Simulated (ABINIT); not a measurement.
Write the native input for ABINIT 10.8.3 (patched build) that does the following.

* Task: equation of state
* Functional: RPBE
* Potentials or basis: JTH PAW PBE v2.0
* Cutoff: 408 eV
* k mesh: 10 × 10 × 6
* Occupations: fermi-dirac, width 0.05 eV
* Spin: no spin polarisation
* Fine-grid cutoff: 816.342 eV
* Exchange and correlation inside the PAW spheres: full angular mesh (pawxcdev 0, this build's default; the released program takes 1)

Ti:

```
Ti
1.0
     2.95000    0.00000    0.00000
    -1.47500    2.55477    0.00000
     0.00000    0.00000    4.68000
Ti
2
Direct
  0.66667 0.33333 0.75000
  0.33333 0.66667 0.25000
```

These files were run (other wordings do the same):

run.abi

```
# Datasets: one volume each
ndtset 7
getwfk -1
scalecart1 3*0.9795861087
scalecart2 3*0.9864848297
scalecart3 3*0.9932883884
scalecart4 3*1.0000000000
scalecart5 3*1.0066227096
scalecart6 3*1.0131594038
scalecart7 3*1.0196128224

# Pseudopotentials
pp_dirpath "./"
pseudos "Ti.GGA_PBE-JTH.xml"

# Structure
acell 3*1.0
rprim
     5.5746920676     0.0000000000     0.0000000000
    -2.7873460338     4.8278249489     0.0000000000
     0.0000000000     0.0000000000     8.8439182632
ntypat 1
znucl 22
natom 2
typat 1 1
xred
     0.6666666667     0.3333333333     0.7500000000
     0.3333333333     0.6666666667     0.2500000000

# Plane-wave basis
ecut 408.170794 eV
pawecutdg 30.0

# k points
kptopt 1
ngkpt 10 10 6
nshiftk 1
shiftk 0.0 0.0 0.0

# Exchange and correlation
ixc 15

# Bands and occupations
nband 16
occopt 3
tsmear 0.05 eV

# SCF cycle
nstep 100
tolvrs 1.0e-9

# Output
iomode 3
prtwf 1
prtden 0
prteig 0
prtebands 0
```

Potentials or basis: JTH PAW PBE v2.0.

Run with:

```console
$ abinit run.abi > log 2>&1
```

Results of the run:

```
Equilibrium volume                        : 17.93 Å³/atom
Bulk modulus at fixed shape and positions : 105 GPa
Pressure derivative of the bulk modulus   : 3.6
```

Caveat: pressures at fixed basis lie under the slope of the energies; the cell was scaled at fixed shape and fractional positions, which overstates the stiffness of a crystal with free parameters, most of all of layers and chains; the PAW data sets were made with another functional, which shifts forces and pressure a little.

Run time: 78 s on 1 thread of Arm Neoverse V2, with other jobs on the host, peak memory 0.14 GiB.
